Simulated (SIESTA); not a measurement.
The system is CuO.

```xyz
4
Lattice="3.1795 0.0000 0.0000 -1.5898 2.7536 0.0000 0.0000 0.0000 4.4315" Properties=species:S:1:pos:R:3 pbc="T T T"
Cu    0.0000    0.0000    0.0000
Cu    0.0000    0.0000    2.2157
O     0.0000    1.8357    1.1079
O     1.5898    0.9179    3.3236
```

Measurements of this composition are mostly on another form, of space group No. 15.

Base run:

- Program: SIESTA 5.4.2
- Functional: LDA
- Potentials or basis: PseudoDojo 0.4 standard (LDA files)
- Basis: DZP (energy shift 0.003 Ry; two zetas on semicore shells)
- Grid cutoff: 800 Ry
- Energy shift: 0.003 Ry
- k mesh: 7 × 7 × 4
- Occupations: fermi-dirac, width 0.05 eV
- Spin: no spin polarisation

Its results: band gap on the k mesh none (metal or under the smearing width); pressure -7.9 GPa.

Problem. The run is repeated on the same cell with these changes: functional from LDA to PBEsol; potentials or basis from PseudoDojo 0.4 standard (LDA files) to PseudoDojo 0.4 standard (PBEsol files). What comes out?

Solution. Band gap on the k mesh none (metal or under the smearing width); pressure -0.8 GPa.

Caveats: short orbitals over semicore shells can move pressures by several GPa; the basis of atomic orbitals isn't converged, which shifts pressures, moduli and gaps; the run has no spin polarisation, though such a crystal can be magnetic; semilocal functionals often make such compounds metallic where correlation or magnetic order opens a gap, which also shifts bond lengths.
